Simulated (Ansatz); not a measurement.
Bulk crystal (GaN) after relaxation:

```
Ga N
1.0
     0.00000    2.24912    2.24912
     2.24912    0.00000    2.24912
     2.24912    2.24912    0.00000
Ga N
1 1
Direct
  0.00000 0.00000 0.00000
  0.75000 0.75000 0.75000
```

Miller indices refer to the conventional cell of F-43m (No. 216), a = 4.498 Å, b = 4.498 Å, c = 4.498 Å, α = 90.00°, β = 90.00°, γ = 90.00°. The bulk's gap is 1.70 eV.

The (210) slab of 22 planes, 10.6 Å thick with 15 Å of vacuum as cut; outer planes Ga (top) and N (bottom).

Theory: Ansatz 0.2.0, DFT PBEsol, scalar-relativistic, plane waves, PAW. Plane waves to 420 eV, a k mesh through Γ of 7×5×1 on the computed 22-atom cell and Gaussian smearing (0.05 eV); no spin polarisation. The cell repeats along c with a dipole correction in the vacuum.

This cut of an insulator is polar or leaves open shells, so the slab is metallic here; real surfaces compensate by reconstruction or adsorbates.

Results for the relaxed slab:

* Surface energy (mean of both faces): 3.22 J/m²
* Gap of the slab on the mesh: none (metal or semimetal)
* Work function: 5.00 eV (top), 6.39 eV (bottom)
* Dipole of the slab along +c, per cell: 0.17 e·Å

Relaxation lowers the energy by 0.395 J/m² a face; the largest move is 0.541 Å.

```tsv
plane (bottom to top)	atoms	spacing to next, bulk (Å)	relaxed (Å)	change (%)
1	N	0.503	0.645	+28.3
2	Ga	0.503	0.377	-25.0
3	N	0.503	0.346	-31.1
4	Ga	0.503	0.584	+16.0
5	N	0.503	0.499	-0.8
6	Ga	0.503	0.540	+7.3
7	N	0.503	0.489	-2.8
8	Ga	0.503	0.502	-0.2
9	N	0.503	0.490	-2.5
10	Ga	0.503	0.523	+4.1
11	N	0.503	0.492	-2.1
12	Ga	0.503	0.496	-1.3
13	N	0.503	0.518	+3.0
14	Ga	0.503	0.512	+1.7
15	N	0.503	0.456	-9.3
16	Ga	0.503	0.522	+3.9
17	N	0.503	0.573	+13.9
18	Ga	0.503	0.474	-5.8
19	N	0.503	0.512	+1.8
20	Ga	0.503	0.440	-12.5
21	N	0.503	0.238	-52.7
22	Ga
```

Spin polarisation was left out, and a magnetic state may lie lower.

The reference crystal is the zinc-blende form of GaN, which isn't its usual structure.